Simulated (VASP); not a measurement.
Input of a VASP 6.6.1 run:

POSCAR

```
SiC                                     
1.0
    0.0000000000      2.1790000000      2.1790000000
    2.1790000000      0.0000000000      2.1790000000
    2.1790000000      2.1790000000      0.0000000000
  Si              C             
     1     1
Direct
     0.0000000000000000    0.0000000000000000    0.0000000000000000
     0.2500000000000000    0.2500000000000000    0.2500000000000000
```

Contents of INCAR.step1:

```
SYSTEM = SiC
PREC = Accurate ; ENCUT = 520
EDIFF = 1E-5 ; ISMEAR = 0
SIGMA = 0.03 ; LREAL = .False.
LASPH = .True. ; NELM = 80
ALGO = Normal ; ISIF = 2
LWAVE = .True. ; LCHARG = .False.
KPAR = 8 ; GGA = PE
```

INCAR.step2

```
SYSTEM = SiC
PREC = Accurate ; ENCUT = 520
EDIFF = 1E-6 ; ISMEAR = 0
SIGMA = 0.03 ; LREAL = .False.
LASPH = .True. ; NELM = 80
ALGO = Normal ; ISIF = 2
LWAVE = .False. ; LCHARG = .False.
GGA = PE ; LHFCALC = .True.
AEXX = 0.25 ; PRECFOCK = Fast
HFRCUT = -1 ; KPAR = 8
ISTART = 1
```

The input KPOINTS:

```
regular mesh
0
Gamma
  10 10 10
  0 0 0
```

The input KPOINTS_OPT:

```
explicit points
6
Reciprocal
 0.0000000000  0.0000000000  0.0000000000 1
 0.3750000000  0.3750000000  0.7500000000 1
 0.5000000000  0.5000000000  0.5000000000 1
 0.6250000000  0.2500000000  0.6250000000 1
 0.5000000000  0.2500000000  0.7500000000 1
 0.5000000000  0.0000000000  0.5000000000 1
```

Potentials or basis: VASP PAW PBE potentials, release 64 (Si, C).

Command:

```sh
$ cat potpaw_PBE.64/Si/POTCAR potpaw_PBE.64/C/POTCAR > POTCAR
$ cp INCAR.step1 INCAR
$ mpirun -np 8 vasp_std > vasp.out
$ cp INCAR.step2 INCAR
$ mpirun -np 8 vasp_std > vasp.out
```

(1) Predict the band gap along the path.

(2) What does it give for the band gap on the k mesh?

(3) Predict the pressure.

Answers

(1) 2.95 eV, indirect (least direct gap 6.46 eV).

(2) 2.95 eV, indirect (least direct gap 6.46 eV).

(3) -2.0 GPa.

Caveat: the PAW data sets were made with another functional, which shifts forces and pressure a little.

**What was measured.**

“Insight into the structural, elastic and electronic properties of a new orthorhombic 6O-SiC polytype”, 2020, pmc:7200658 quotes, for a bulk crystal of SiC: band gap 2.4 eV (indirect).

Against the measured gap of SiC, 2.4 eV (indirect; quoted in “Insight into the structural, elastic and electronic properties of a new orthorhombic 6O-SiC polytype”, 2020, pmc:7200658), the calculated 2.95 eV is off by +0.55 eV. The value is that of PBE0, without temperature or zero-point motion.
